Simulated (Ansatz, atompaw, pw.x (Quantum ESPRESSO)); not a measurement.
**From atom to crystal: PAW (atompaw) potential for Mn (Z = 25)**

```json
{
 "Element": "manganese (Mn)",
 "Generator": "atompaw 4.2.0.5",
 "Type": "PAW",
 "Functional": "PBE",
 "Relativity": "scalar-relativistic",
 "Frozen core": "[Ar]",
 "Valence charge": "7",
 "Reference configuration": "3d5 4s1.5 4p0.5",
 "Partial waves": "4s (bound): rc 3.00 bohr; 4s channel at 1.6 Ry: rc 3.00 bohr; 4p (bound): rc 3.00 bohr; 4p channel at 0.3 Ry: rc 3.00 bohr; 3d (bound): rc 1.90 bohr; 3d channel at 1.7 Ry: rc 1.90 bohr",
 "Local potential": "ultrasoft scheme with l = 3 at 0.5 Ry, radius 2.85 bohr",
 "Core correction": "smooth core density matched at 1.65 bohr",
 "Augmentation charge": "gaussian compensation charge, radius 2.20 bohr; PAW radius 3.00 bohr; waves and projectors: custom rrkj vanderbiltortho"
}
```

Crystal test: fcc Mn in pw.x 7.5, no spin, 16³ k-points, Fermi–Dirac smearing 0.01 Ry, cutoffs 55/550 Ry. The reference is all-electron LAPW (Ansatz 0.2.0) with the same functional, mesh and smearing; V0 and B0 come from Birch–Murnaghan fits to the pressures at five volumes. Errors are pseudo minus all-electron; Δ is the rms difference of the E(V) curves that follow from these fits, minima aligned, over ±6 % about the mean V0. Mesh and smearing are coarse, so the numbers serve the comparison and aren't converged zero-temperature values; the lattice is a test structure that the element need not adopt. Spin polarisation and strong correlation are left out, which matters for this element.

All-electron: a0 = 3.506 Å (V0 = 10.77 Å³/atom), B0 = 276.5 GPa.

Task: How far does the potential miss the all-electron equation of state?

Result: mean pressure error (GPa): +2.26; a0 (Å): 3.515; a0 error (%): +0.25; B0 error (%): +1.2; Δ (meV/atom): 5.1. The largest radius (3.00 bohr) exceeds half the bond length (2.34 bohr), so the spheres overlap, which is one possible source of error among others.

| V (Å³/atom) | P all-electron (GPa) | P pseudo (GPa) |
| --- | --- | --- |
| 10.233 | 15.96 | 19.04 |
| 10.503 | 7.46 | 10.02 |
| 10.772 | 0.05 | 2.19 |
| 11.041 | -6.42 | -4.54 |
| 11.311 | -12.07 | -10.43 |

Task: At the middle volume, how do free energy and pressure move when the wave cutoff is lowered (ecutrho held at 550 Ry)?

Result:

```csv
cutoff (Ry),shift of F (meV/atom),shift of P (GPa)
25,+299.6,-32.23
33,+26.2,-0.31
44,+9.9,-0.96
```

The run at the middle volume (145 k-points, 8 iterations) took about 9.1 s on one core of a shared host (Intel(R) Xeon(R) 6975P-C, 192 threads, 1488 GiB, load 60).
